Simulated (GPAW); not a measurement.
# WC (Fm-3m) in GPAW: convergence with k mesh

Aim: find how far k mesh must go before the results for WC settle, at LDA. This setting moves, with any that are tied to it; all else stays.

Everything below comes from runs of GPAW 26.7.0. Logs are shortened: lines on timing, memory, paths and dates and some standing lists are left out, and cuts for length are marked. The log counts tension as positive stress, the text compression.

**1. The structure**

Symmetry: Fm-3m, No. 225, cubic system. Conventional cell: a = 4.385 Å, b = 4.385 Å, c = 4.385 Å, α = 90.00°, β = 90.00°, γ = 90.00°. W (site symmetry m-3m) has 6 C at 2.19 Å as nearest neighbours. Around C (site symmetry m-3m) lie 6 W at 2.19 Å.

Measurements of this composition are mostly on another form, of space group No. 187.

**2. With k mesh 2 × 2 × 2**

Input file run.py:

```python
from ase.dft.bandgap import bandgap
from ase.io import read, write
from ase.units import GPa
from gpaw import GPAW, PW

atoms = read('WC.xyz')

calc = GPAW(mode=PW(800),
            xc='LDA',
            kpts={'size': (2, 2, 2), 'gamma': True},
            occupations={'name': 'fermi-dirac', 'width': 0.05},
            nbands=19,
            convergence={'density': 1e-05, 'energy': 1e-05},
            maxiter=100,
            txt='gpaw.txt')
atoms.calc = calc
energy = atoms.get_potential_energy()
forces = atoms.get_forces()
stress = atoms.get_stress()
calc.write('gs.gpw')
write('result.traj', atoms)
print(f'Energy: {energy:.6f} eV')
print('Forces (eV/A):')
print(forces.round(4))
print('Stress (GPa):', (stress / GPa).round(3))
print('Fermi level:', round(calc.get_fermi_level(), 4), 'eV')
print(f'Gap: {bandgap(calc)[0]:.4f} eV, direct: {bandgap(calc, direct=True)[0]:.4f} eV')
```

Input file WC.xyz:

```xyz
2
Lattice="0.0000000000 2.1926840000 2.1926840000 2.1926840000 0.0000000000 2.1926840000 2.1926840000 2.1926840000 0.0000000000" Properties=species:S:1:pos:R:3 pbc="T T T"
W      0.0000000000      0.0000000000      0.0000000000
C      2.1926840000      2.1926840000      2.1926840000
```

Potentials or basis: the program's PAW data sets (release 1.2.1) made for this functional, pw.

Run with:

```console
OMP_NUM_THREADS=1 python run.py
```

Wall time 3.6 s (1 thread of Intel Xeon Platinum 8488C (Sapphire Rapids), shared host); peak memory 0.15 GiB.

What came out:

```yaml
Free_energy: -20.6002 eV
Pressure: -7.7 GPa
Band_gap_on_the_k_mesh: none (metal or under the smearing width)
```

**3. With k mesh 3 × 3 × 3**

run.py, as its differences from that of step 2:

```diff
@@ -9,3 +9,3 @@
             xc='LDA',
-            kpts={'size': (2, 2, 2), 'gamma': True},
+            kpts={'size': (3, 3, 3), 'gamma': True},
             occupations={'name': 'fermi-dirac', 'width': 0.05},
```

WC.xyz is that of step 2.

Potentials or basis: the program's PAW data sets (release 1.2.1) made for this functional, pw.

Run with:

```console
OMP_NUM_THREADS=1 python run.py
```

It took 3.8 s on 1 thread of Intel Xeon Platinum 8488C (Sapphire Rapids), shared host; peak memory 0.15 GiB.

What came out:

| Item | Value |
| --- | --- |
| Free energy | -21.9034 eV |
| Pressure | -11.0 GPa |
| Band gap on the k mesh | none (metal or under the smearing width) |

**4. With k mesh 4 × 4 × 4**

run.py, as its differences from that of step 3:

```diff
@@ -9,3 +9,3 @@
             xc='LDA',
-            kpts={'size': (3, 3, 3), 'gamma': True},
+            kpts={'size': (4, 4, 4), 'gamma': True},
             occupations={'name': 'fermi-dirac', 'width': 0.05},
```

WC.xyz is that of step 3.

Run with:

```console
OMP_NUM_THREADS=1 python run.py
```

It took 5 s on 1 thread of Intel Xeon Platinum 8488C (Sapphire Rapids), shared host; peak memory 0.15 GiB.

Results:

* Free energy: -22.6727 eV
* Pressure: -19.0 GPa
* Band gap on the k mesh: none (metal or under the smearing width)

**5. With k mesh 5 × 5 × 5**

run.py, as its differences from that of step 4:

```diff
@@ -9,3 +9,3 @@
             xc='LDA',
-            kpts={'size': (4, 4, 4), 'gamma': True},
+            kpts={'size': (5, 5, 5), 'gamma': True},
             occupations={'name': 'fermi-dirac', 'width': 0.05},
```

WC.xyz is that of step 4.

Run with:

```console
OMP_NUM_THREADS=1 python run.py
```

It took 5.9 s on 1 thread of Intel Xeon Platinum 8488C (Sapphire Rapids), shared host; peak memory 0.15 GiB.

The run converged. Its results:

| Quantity | Value |
| --- | --- |
| Free energy | -22.5904 eV |
| Pressure | -18.3 GPa |
| Band gap on the k mesh | none (metal or under the smearing width) |

**6. With k mesh 7 × 7 × 7**

run.py, as its differences from that of step 5:

```diff
@@ -9,3 +9,3 @@
             xc='LDA',
-            kpts={'size': (5, 5, 5), 'gamma': True},
+            kpts={'size': (7, 7, 7), 'gamma': True},
             occupations={'name': 'fermi-dirac', 'width': 0.05},
```

WC.xyz is that of step 5.

Potentials or basis: the program's PAW data sets (release 1.2.1) made for this functional, pw.

Run with:

```console
OMP_NUM_THREADS=1 python run.py
```

Run time: 9.4 s. Hardware: 1 thread of Intel Xeon Platinum 8488C (Sapphire Rapids), shared host; peak memory 0.15 GiB.

The run converged. Its results:

- Free energy: -22.5739 eV
- Pressure: -18.0 GPa
- Band gap on the k mesh: none (metal or under the smearing width)

**7. With k mesh 8 × 8 × 8**

run.py, as its differences from that of step 6:

```diff
@@ -9,3 +9,3 @@
             xc='LDA',
-            kpts={'size': (7, 7, 7), 'gamma': True},
+            kpts={'size': (8, 8, 8), 'gamma': True},
             occupations={'name': 'fermi-dirac', 'width': 0.05},
```

WC.xyz is that of step 6.

Run with:

```console
OMP_NUM_THREADS=1 python run.py
```

It took 12 s on 1 thread of Intel Xeon Platinum 8488C (Sapphire Rapids), shared host; peak memory 0.16 GiB.

It converged, with:

| Item | Value |
| --- | --- |
| Free energy | -22.5387 eV |
| Pressure | -17.4 GPa |
| Band gap on the k mesh | none (metal or under the smearing width) |

**8. With k mesh 9 × 9 × 9**

run.py, as its differences from that of step 7:

```diff
@@ -9,3 +9,3 @@
             xc='LDA',
-            kpts={'size': (8, 8, 8), 'gamma': True},
+            kpts={'size': (9, 9, 9), 'gamma': True},
             occupations={'name': 'fermi-dirac', 'width': 0.05},
```

WC.xyz is that of step 7.

Run with:

```console
OMP_NUM_THREADS=1 python run.py
```

Run time: 14 s. Hardware: 1 thread of Intel Xeon Platinum 8488C (Sapphire Rapids), shared host; peak memory 0.16 GiB.

Results (log left out):

- Free energy: -22.5340 eV
- Pressure: -17.3 GPa
- Band gap on the k mesh: none (metal or under the smearing width)

**9. With k mesh 11 × 11 × 11**

run.py, as its differences from that of step 8:

```diff
@@ -9,3 +9,3 @@
             xc='LDA',
-            kpts={'size': (9, 9, 9), 'gamma': True},
+            kpts={'size': (11, 11, 11), 'gamma': True},
             occupations={'name': 'fermi-dirac', 'width': 0.05},
```

WC.xyz is that of step 8.

Potentials or basis: the program's PAW data sets (release 1.2.1) made for this functional, pw.

Run with:

```console
OMP_NUM_THREADS=1 python run.py
```

It took 21 s on 1 thread of Intel Xeon Platinum 8488C (Sapphire Rapids), shared host; peak memory 0.17 GiB.

Results (log left out):

```yaml
Free_energy: -22.5399 eV
Pressure: -17.6 GPa
Band_gap_on_the_k_mesh: none (metal or under the smearing width)
```

**10. With k mesh 14 × 14 × 14**

run.py, as its differences from that of step 9:

```diff
@@ -9,3 +9,3 @@
             xc='LDA',
-            kpts={'size': (11, 11, 11), 'gamma': True},
+            kpts={'size': (14, 14, 14), 'gamma': True},
             occupations={'name': 'fermi-dirac', 'width': 0.05},
```

WC.xyz is that of step 9.

Potentials or basis: the program's PAW data sets (release 1.2.1) made for this functional, pw.

Run with:

```console
OMP_NUM_THREADS=1 python run.py
```

gpaw.txt:

```text
__  _  _
 | _ |_)|_||  |
 |__||  | ||/\| - 26.7.0

Input parameters:
  mode=PW(ecut=800.0),
  convergence={'density': 1e-05, 'energy': 1e-05},
  kpts=MonkhorstPack(size=(14, 14, 14), gamma=True),
  maxiter=100,
  nbands=19,
  occupations=Occupations(name='fermi-dirac', width=0.05),
  xc=XC(name='LDA')

Diagonalizing LCAO Hamiltonian
Converting LCAO to pw mode

              C

       W

Atoms  # Å, Bohr magnetons
|   | symbol |        x |        y |        z |    initial magnetic moments |
|---|--------|----------|----------|----------|-----------------------------|
| 0 |      W | 0.000000 | 0.000000 | 0.000000 | ( 0.0000,  0.0000,  0.0000) |
| 1 |      C | 2.192684 | 2.192684 | 2.192684 | ( 0.0000,  0.0000,  0.0000) |

Unit cell  # Å
| periodic |        x |        y |        z |  lengths |    angles |
|----------|----------|----------|----------|----------|-----------|
|      yes | 0.000000 | 2.192684 | 2.192684 | 3.100923 | 60.000000 |
|      yes | 2.192684 | 0.000000 | 2.192684 | 3.100923 | 60.000000 |
|      yes | 2.192684 | 2.192684 | 0.000000 | 3.100923 | 60.000000 |

Number of symmetries: 48
Symmetry operations  # r_c * U_cc + t_c -> r_c
|    | kind |            matrix            |
|----|------|------------------------------|
|  0 |  σ   |  1, 0, 0,  1, 0,-1,  1,-1, 0 |
|  1 |  C2  |  1, 0, 0,  1,-1, 0,  1, 0,-1 |
|  2 |  E   |  1, 0, 0,  0, 1, 0,  0, 0, 1 |
|  3 |  σ   |  1, 0, 0,  0, 0, 1,  0, 1, 0 |
|  4 |  C4  |  1, 0,-1,  1, 0, 0,  1,-1, 0 |
|  5 |  S6  |  1, 0,-1,  1,-1, 0,  1, 0, 0 |
|  6 |  σ   |  1, 0,-1,  0, 1,-1,  0, 0,-1 |
|  7 |  C3  |  1, 0,-1,  0, 0,-1,  0, 1,-1 |
|  8 |  S6  |  1,-1, 0,  1, 0, 0,  1, 0,-1 |
|  9 |  C4  |  1,-1, 0,  1, 0,-1,  1, 0, 0 |
| 10 |  C3  |  1,-1, 0,  0,-1, 1,  0,-1, 0 |
| 11 |  σ   |  1,-1, 0,  0,-1, 0,  0,-1, 1 |
| 12 |  σ   |  0, 1, 0,  1, 0, 0,  0, 0, 1 |
| 13 |  C4  |  0, 1, 0,  0, 1,-1, -1, 1, 0 |
| 14 |  C3  |  0, 1, 0,  0, 0, 1,  1, 0, 0 |
| 15 |  S6  |  0, 1, 0, -1, 1, 0,  0, 1,-1 |
| 16 |  C2  |  0, 1,-1,  1, 0,-1,  0, 0,-1 |
| 17 |  σ   |  0, 1,-1,  0, 1, 0, -1, 1, 0 |
| 18 |  S4  |  0, 1,-1,  0, 0,-1,  1, 0,-1 |
| 19 |  C4  |  0, 1,-1, -1, 1, 0,  0, 1, 0 |
| 20 |  C3  |  0, 0, 1,  1, 0, 0,  0, 1, 0 |
| 21 |  σ   |  0, 0, 1,  0, 1, 0,  1, 0, 0 |
[... 148 lines left out ...]

xc functional:
  name: None

convergence criteria:
- Maximum integral of absolute [dens]ity change: 1e-05 electrons / valence electron
- Maximum [total energy] change in last 3 cyles: 1e-05 eV / valence electron
- Maximum integral of absolute [eigenst]ate change: 4e-08 eV^2 / valence electron
maximum number of iterations: 100

SCF iterations
|iter     | |      energy | eigst |  dens |
|---------|-|-------------|-------|-------|
|iter:   1| |  -24.407198 | +0.10 |       |
|iter:   2| |  -23.819359 | -2.56 | -0.89 |
|iter:   3| |  -22.536331 | -1.56 | -0.96 |
|iter:   4| |  -22.538570 | -3.54 | -1.75 |
|iter:   5| |  -22.543262 | -3.78 | -1.96 |
|iter:   6| |  -22.543194 | -5.68 | -3.01 |
|iter:   7| |  -22.543195c| -7.50c| -3.78 |
|iter:   8| |  -22.543196c| -8.25c| -4.20 |
|iter:   9| |  -22.543196c| -9.37c| -5.45c|

Converged in 9 steps
Energy contributions relative to reference atoms: (reference = -439534.908752)

Energy contributions:
  Kinetic:           8.534091
  Coulomb:          -9.939061
  Zero:             -0.050847
  External:          0.000000
  Xc:              -21.082239
  Entropy:          -0.010279
  Spinorbit:         0.000000
  ----------------------------
  Free energy:     -22.548336
  Extrapolated:    -22.543196

dipole moment: (-16.354408, -16.354408, -16.354408)  # |e|*Ang

Fermi level: 15.026
Eigenvalues  # (at kpt = [0.000, 0.000, 0.000])
| band index |      eig [eV] | occ [0-2] |
|------------|---------------|-----------|
|          0 |       -60.122 |     2.000 |
|        ... |               |           |
|          5 |        12.304 |     2.000 |
|          6 |        12.304 |     2.000 |
|          7 |        12.304 |     2.000 |
|          8 |        14.035 |     2.000 |
|          9 |        14.035 |     2.000 |
|         10 |        14.035 |     2.000 |
|         11 |        14.077 |     2.000 |
|         12 |        14.077 |     2.000 |
|         13 |        21.673 |     0.000 |
|         14 |        24.918 |     0.000 |
|         15 |        38.317 |     0.000 |
|         16 |        38.317 |     0.000 |
|         17 |        38.317 |     0.000 |
|         18 |        40.905 |     0.000 |

No gap
No difference between direct/indirect transitions

Forces  # eV/Ang
|        x |        y |        z |
|----------|----------|----------|
| -0.00000 |  0.00000 |  0.00000 |  # W    0
|  0.00000 | -0.00000 | -0.00000 |  # C    1

Stress tensor  # eV/Ang^3
|         x |         y |        z |
|-----------|-----------|----------|
|  0.110326 | -0.000000 | 0.000000 |
| -0.000000 |  0.110326 | 0.000000 |
|  0.000000 |  0.000000 | 0.110326 |

# Writing to gs.gpw (mode='')
```

It took 37 s on 1 thread of Intel Xeon Platinum 8488C (Sapphire Rapids), shared host; peak memory 0.19 GiB.

What came out:

```yaml
Free_energy: -22.5483 eV
Pressure: -17.7 GPa
Band_gap_on_the_k_mesh: none (metal or under the smearing width)
```

**11. Result**

```csv
k mesh,"energy less the tightest run, at zero smearing (meV/atom)",pressure (GPa),SCF cycles,CPU time (s),peak memory (GiB)
2 × 2 × 2,976.46,-7.66,12,3.6,0.15
3 × 3 × 3,328.33,-10.97,9,3.8,0.15
4 × 4 × 4,-62.46,-19.05,9,5,0.15
5 × 5 × 5,-20.73,-18.27,9,5.9,0.15
7 × 7 × 7,-13.81,-18.00,9,9.4,0.15
8 × 8 × 8,5.69,-17.38,9,12,0.16
9 × 9 × 9,8.35,-17.35,9,14,0.16
11 × 11 × 11,4.77,-17.57,9,21,0.17
14 × 14 × 14,0.00,-17.68,9,37,0.19
```

Not settled before the last step: the energy (to 1 meV/atom), the pressure (to 0.1 GPa). Meshes of other sizes hit other points, so gaps and Fermi surfaces needn't settle smoothly. The tightest run that finished is the yardstick and may itself not be fully converged.

Caveats: so large a pressure means that the cell lies far from this level's equilibrium, or that cutoff or potentials fall short.
